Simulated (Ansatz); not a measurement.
# BN: quadrupole couplings from first principles

```yaml
crystal:
  lattice:
    - [2.50399, 0.00000, 0.00000]
    - [-1.25200, 2.16852, 0.00000]
    - [0.00000, 0.00000, 6.66120]
  atoms:
    - { symbol: B, position: [0.33333, 0.66667, 0.25000] }
    - { symbol: B, position: [0.66667, 0.33333, 0.75000] }
    - { symbol: N, position: [0.33333, 0.66667, 0.75000] }
    - { symbol: N, position: [0.66667, 0.33333, 0.25000] }
```

Atoms are numbered in the order listed.

Conventional cell: a = 2.504 Å, b = 2.504 Å, c = 6.661 Å, α = 90.00°, β = 90.00°, γ = 120.00°. B (atom 1) has 3 N at 1.45 Å as nearest neighbours. N (atom 3) is surrounded by 3 B at 1.45 Å.

The cell is COD entry 9008997, as deposited and not checked against the literature; nothing was relaxed.

All numbers are computed: DFT, PBEsol, all-electron PAW with datasets made for the crystal, scalar-relativistic (Ansatz 0.2.0); DFT, PBEsol, PAW with Ansatz's default frozen-core files, scalar-relativistic (Ansatz 0.2.0).

For the crystal-made all-electron datasets (AE datasets): a Γ-centred 11×11×4 k mesh, Fermi–Dirac smearing of 0.02 eV, cutoff 580 eV (chosen by the program for this cell), no spin polarisation. PAW takes a cutoff of 420 eV at this cell (files made with PBE, cores remade for this functional). The Ansatz runs share mesh, smearing and spin set-up.

At some sites the methods part by over 20 %, so those gradients aren't settled.

Vzz is the principal value of largest size of the traceless field-gradient tensor, in 10²¹ V/m², and η = (Vxx − Vyy)/Vzz with |Vzz| ≥ |Vyy| ≥ |Vxx|.

(1) Give the field gradient at each independent site.

(2) Taking Q(B-10) = 0.0846 b, what quadrupole coupling constant follows at B1 from AE datasets?

## Answers

(1) 
```csv
site,site symmetry,"Vzz (η), AE datasets","Vzz (η), PAW"
B1,-6m2,2.86 (η = 0.00),2.79 (η = 0.00)
N3,-6m2,0.05 (η = 0.00),-0.11 (η = 0.00)
```

(2) Cq = eQVzz/h = 24.180 MHz × 0.0846 × (2.86) = 5.85 MHz.
